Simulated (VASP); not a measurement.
# Fe2O3 (Hematite) (R-3c) in VASP: further runs, part 2 of 2

VASP 6.6.1. The steps go on from the part before.

### 3 Relaxation of cell and atoms, PBE+U, collinear spin, ferromagnetic start

Contents of INCAR:

```
SYSTEM = Fe2O3
  PREC = Accurate
  ENCUT = 600
  EDIFF = 1E-6
  ISMEAR = 0
  SIGMA = 0.03
  LREAL = .FALSE.
  LASPH = .TRUE.
  NELM = 150
  ALGO = Normal
  ISIF = 3
  LWAVE = .FALSE.
  LCHARG = .FALSE.
  ISPIN = 2
  MAGMOM = 5 5 5 5 0 0 0 0 0 0
  LORBIT = 11
  LMAXMIX = 4
  LDAU = .TRUE.
  LDAUTYPE = 2
  LDAUL = 2 -1
  LDAUU = 4 0
  LDAUJ = 0 0
  LDAUPRINT = 1
  GGA = PE
  IBRION = 2
  NSW = 90
  EDIFFG = -0.01
  AMIX = 0.2
  BMIX = 1E-4
  AMIX_MAG = 0.8
  BMIX_MAG = 1E-4
  KPAR = 4
```

Contents of KPOINTS:

```
regular mesh
0
G
  9 9 7
  0 0 0
```

Contents of POSCAR:

```
Fe2O3
1.0
    2.5190000000      1.4543453300      4.5906666700
   -2.5190000000      1.4543453300      4.5906666700
    0.0000000000     -2.9086906600      4.5906666700
Fe O
4 6
Direct
    0.3553000000      0.3553000000      0.3553000000
    0.1447000000      0.1447000000      0.1447000000
    0.6447000000      0.6447000000      0.6447000000
    0.8553000000      0.8553000000      0.8553000000
    0.5559000000      0.9441000000      0.2500000000
    0.2500000000      0.5559000000      0.9441000000
    0.9441000000      0.2500000000      0.5559000000
    0.4441000000      0.0559000000      0.7500000000
    0.7500000000      0.4441000000      0.0559000000
    0.0559000000      0.7500000000      0.4441000000
```

Potentials or basis: VASP PAW PBE potentials, release 64 (Fe, O).

Run with:

```sh
> cat potpaw_PBE.64/Fe/POTCAR potpaw_PBE.64/O/POTCAR > POTCAR
> mpirun -np 4 vasp_std > vasp.out
```

OUTCAR:

```text
SYSTEM = Fe2O3
   PREC = Accurate
   ENCUT = 600
   EDIFF = 1E-6
   ISMEAR = 0
   LREAL = .FALSE.
   LASPH = .TRUE.
   NELM = 150
   ISIF = 3
   ISPIN = 2
   LORBIT = 11
   GGA = PE
   IBRION = 2
   NSW = 90
   EDIFFG = -0.01
   AMIX = 0.2
   AMIX_MAG = 0.8

 ion  position               nearest neighbor table
   1  0.355  0.355  0.355-  10 1.95   8 1.95   9 1.95   5 2.12   6 2.12   7 2.12   2 2.90   3 2.97
                             3 2.97   3 2.97
   2  0.145  0.145  0.145-   9 1.95   8 1.95  10 1.95   5 2.12   7 2.12   6 2.12   1 2.90   4 2.97
                             4 2.97   4 2.97
   3  0.645  0.645  0.645-   7 1.95   5 1.95   6 1.95   8 2.12   9 2.12  10 2.12   4 2.90   1 2.97
                             1 2.97   1 2.97
   4  0.855  0.855  0.855-   6 1.95   5 1.95   7 1.95   8 2.12  10 2.12   9 2.12   3 2.90   2 2.97
                             2 2.97   2 2.97
   5  0.556  0.944  0.250-   3 1.95   4 1.95   1 2.12   2 2.12
   6  0.250  0.556  0.944-   4 1.95   3 1.95   1 2.12   2 2.12
   7  0.944  0.250  0.556-   3 1.95   4 1.95   2 2.12   1 2.12
   8  0.444  0.056  0.750-   1 1.95   2 1.95   3 2.12   4 2.12
   9  0.750  0.444  0.056-   2 1.95   1 1.95   3 2.12   4 2.12
  10  0.056  0.750  0.444-   1 1.95   2 1.95   4 2.12   3 2.12

  LATTYP: Found a trigonal (rhomboedric) cell.
 ALAT       =     5.4345838676
 COS(alpha) =     0.5703114898

  Lattice vectors:
[... 2657 lines left out ...]

  FORCE on cell =-STRESS in cart. coord.  units (eV):
  Direction    XX          YY          ZZ          XY          YZ          ZX
  --------------------------------------------------------------------------------------
  -------------------------------------------------------------------------------------
  Total       -4.7253120     -4.7253120     -4.0584931      0.0000000      0.0000000      0.0000000
  in kB      -69.3408949    -69.3408951    -59.5557593      0.0000000      0.0000000      0.0000000
  external PRESSURE =     -66.0791831 kB  Pullay stress =       0.0000000 kB
[... 69 lines left out ...]
  FREE ENERGIE OF THE ION-ELECTRON SYSTEM (eV)
  ---------------------------------------------------
  free  energy   TOTEN  =       -67.5513644504 eV

  energy  without entropy=      -67.5513644504  energy(sigma->0) =      -67.55136445

[... ionic steps 4 to 7 ...]

--------------------------------------- Ionic step        8  -------------------------------------------

 number of electron      68.0000000 magnetization      19.9999998

------------------------ aborting loop because EDIFF is reached ----------------------------------------
[... 215 lines left out ...]
--------------------------------------- Ionic step       10  -------------------------------------------

 number of electron      68.0000000 magnetization      19.9999998

 Free energy of the ion-electron system (eV)
  ---------------------------------------------------
  ext. energy  EPLUGINS =         0.00000000
  ---------------------------------------------------
  free energy    TOTEN  =       -67.55675792 eV

  energy without entropy =      -67.55675792  energy(sigma->0) =      -67.55675792

 E-fermi :   3.5885     XC(G=0): -11.3573

 val. band max:        3.3965917735   @ k =   0.0000   0.0000   0.0000
 cond. band min:       4.4974434108   @ k =  -0.3333   0.0000   0.2857
 fundamental gap:      1.1008516373
 Fermi energy:         3.5885222576

 spin component 1

 k-point     1 :       0.0000    0.0000    0.0000
  band No.  band energies     occupation
      1     -15.4717      1.00000
      2     -14.1040      1.00000
      3     -14.1040      1.00000
      4     -14.0161      1.00000
      5     -13.9936      1.00000
      6     -13.9936      1.00000
[... 2345 lines left out ...]
     45      11.8567      0.00000
     46      12.9500      0.00000

 [... further k-points ...]

 [bands above 46 left out]

------------------------ aborting loop because EDIFF is reached ----------------------------------------

  FORC
```

Wall time 51 min (4 MPI ranks of Intel Xeon Platinum 8559C (Emerald Rapids), shared host); peak memory 1.4 GiB.

What came out:

```yaml
Free_energy: -67.5568 eV
Relaxed_volume: 10.52 Å³/atom
Relaxed_cell: a = 5.489 Å, b = 5.489 Å, c = 5.489 Å, α = 55.66°, β = 55.66°, γ = 55.66°
Space_group_after_relaxing_to_0.05_Å: R-3c (No. 167)
Energy_gained_by_relaxing: 13.5 meV/atom
Ionic_steps: 10
Pressure_after_relaxing: -0.1 GPa
Largest_force_after_relaxing: 0.004 eV/Å
Band_gap_on_the_k_mesh: 1.10 eV, indirect (least direct gap 1.31 eV)
Net_moment: 20.00 μB per cell
Site_moments: Fe +4.33; O +0.37 μB
Valence_electrons_inside_the_program's_atomic_spheres: Fe 6.65; O 5.03
```

Forces on the atoms (eV/Å):
```
Fe   0.000  0.000 -0.004
Fe   0.000  0.000  0.004
Fe   0.000  0.000  0.004
Fe   0.000  0.000 -0.004
O    0.003  0.000  0.000
O   -0.002  0.003  0.000
O   -0.002 -0.003  0.000
O   -0.003  0.000  0.000
O    0.002 -0.003  0.000
O    0.002  0.003  0.000
```

Step by step:
```csv
step,energy change (eV),largest force (eV/Å),pressure (GPa),volume (Å³)
1,0.0000,0.3199,8.77,100.91
2,-0.0475,0.0596,-6.61,109.18
3,-0.1294,0.1523,-0.38,105.38
4,-0.1294,0.1548,-0.19,105.29
5,-0.1339,0.0679,0.04,105.11
6,-0.1345,0.0214,0.23,105.02
7,-0.1347,0.0085,-0.16,105.24
8,-0.1347,0.0118,-0.04,105.18
9,-0.1347,0.0113,-0.09,105.19
10,-0.1348,0.0044,-0.07,105.18
```

Final structure:
```cif
data_structure
_symmetry_space_group_name_H-M 'P 1'
_symmetry_Int_Tables_number 1
_cell_length_a 5.4895
_cell_length_b 5.4895
_cell_length_c 5.4895
_cell_angle_alpha 55.657
_cell_angle_beta 55.657
_cell_angle_gamma 55.657
_cell_volume 105.18
loop_
_atom_site_label
_atom_site_type_symbol
_atom_site_fract_x
_atom_site_fract_y
_atom_site_fract_z
_atom_site_occupancy
Fe1 Fe 0.35379 0.35379 0.35379 1
Fe2 Fe 0.14621 0.14621 0.14621 1
Fe3 Fe 0.64621 0.64621 0.64621 1
Fe4 Fe 0.85379 0.85379 0.85379 1
O1 O 0.55446 0.94554 0.25000 1
O2 O 0.25000 0.55446 0.94554 1
O3 O 0.94554 0.25000 0.55446 1
O4 O 0.44554 0.05446 0.75000 1
O5 O 0.75000 0.44554 0.05446 1
O6 O 0.05446 0.75000 0.44554 1
```

Eigenvalues of the final occupation matrices:
```tsv
site	spin	trace	eigenvalues
site 1 d	1	5.03	0.98 0.98 0.98 1.04 1.04
site 1 d	2	0.76	0.07 0.07 0.08 0.28 0.28
site 2 d	1	5.03	0.98 0.98 0.98 1.04 1.04
site 2 d	2	0.76	0.07 0.07 0.08 0.28 0.28
site 3 d	1	5.03	0.98 0.98 0.98 1.04 1.04
site 3 d	2	0.76	0.07 0.07 0.08 0.28 0.28
site 4 d	1	5.03	0.98 0.98 0.98 1.04 1.04
site 4 d	2	0.76	0.07 0.07 0.08 0.28 0.28
```

Caveat: an odd mesh through Γ misses points on the zone boundary, where band edges often lie; only a ferromagnetic start was run, and an antiferromagnetic order may lie lower in energy.
